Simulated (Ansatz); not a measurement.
## Te, diamond: how the functional moves the structure

All rows: Ansatz, plane waves with scalar-relativistic PAW, 420 eV (500 eV for the SCAN forms), relaxed under each functional, no dispersion correction, no zero-point motion. B₀ comes from uniform scaling at fixed shape; a dash is a value not given.

```
functional  V (Å³/atom)         cell  B₀ (GPa)     magnetic state  ΔE to trigonal tellurium (meV/atom)
       PBE        46.40  a = 7.187 Å        27  spin not included                                  421
    r²SCAN        45.59  a = 7.145 Å        29  spin not included                                  539
       LDA        42.88  a = 7.000 Å        32  spin not included                                  530
    revPBE        47.72  a = 7.254 Å        24  spin not included                                  383
      RPBE        48.15  a = 7.276 Å        24  spin not included                                  395
      BLYP        50.14  a = 7.375 Å        22  spin not included                                  340
```

**Question.** What does PBEsol give?

**Answer.** V (Å³/atom): 43.98; cell: a = 7.060 Å; B₀ (GPa): 30; magnetic state: spin not included; ΔE to trigonal tellurium (meV/atom): 504.
